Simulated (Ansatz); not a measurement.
# Cd: the cost of one run

Program: Ansatz 0.2.0. Level of theory: DFT PBE, scalar-relativistic, plane waves, PAW. These are calculated values, not measurements.

23 further runs of the same task are left out: 23 set aside as unsound or not needed.

## Step 1: The starting structure

The structure is cubic, space group Fm-3m (No. 225). Conventional cell: a = 4.508 Å, b = 4.508 Å, c = 4.508 Å, α = 90.00°, β = 90.00°, γ = 90.00°. Cd (site symmetry m-3m) has 12 Cd at 3.19 Å as nearest neighbours.

Coordinates:

```
CELL_PARAMETERS angstrom
0.00000 2.25415 2.25415
2.25415 0.00000 2.25415
2.25415 2.25415 0.00000
ATOMIC_POSITIONS crystal
Cd 0.00000 0.00000 0.00000
```

It goes back to an entry of the Materials Project, which need not be the stable form.

It is the result of an earlier relaxation at this level (volume 22.91 Å³/atom; gap on the mesh: none (metal)).

## Step 2: What is varied

The energy is mapped over volume and the cell's shape.

The axes are (1) volume per atom: 7 values from 21.07 to 24.74 Å³; (2) c/a of the conventional cell: 9 values from 0.629 to 1.167.

Nothing else is relaxed (symmetry fixes all fractional coordinates). Energies count from the relaxed crystal. Points are written as (first, second).

## Step 3: Point (24.74 Å³, 0.629)

Contents of input.yaml:

```yaml
crystal:
  lattice:
    - [0.0, 2.6989426847, 1.6981747372]
    - [2.6989426847, 0.0, 1.6981747372]
    - [2.6989426847, 2.6989426847, 0.0]
  atoms:
    - { symbol: Cd, position: [0.0, 0.0, 0.0] }
basis:
  ecutwfc: 420
kpoints:
  mp_grid: { grid: [18, 18, 18] }
hamiltonian:
  xc: pbe
scf:
  occupations: { method: gaussian, width: 0.15 }
output:
  forces: true
  stress: true
  eigenvalues: true
```

Command:

```sh
> ansatz run input.yaml --threads 1 --pin off --max-ram 2048MiB --backend cpu --events-out ev --progress --plain --runs-dir out
```

What time and memory should one allow on 1 thread of Arm Neoverse V2, shared host?

About 6.2 s, with a peak of 0.41 GiB.
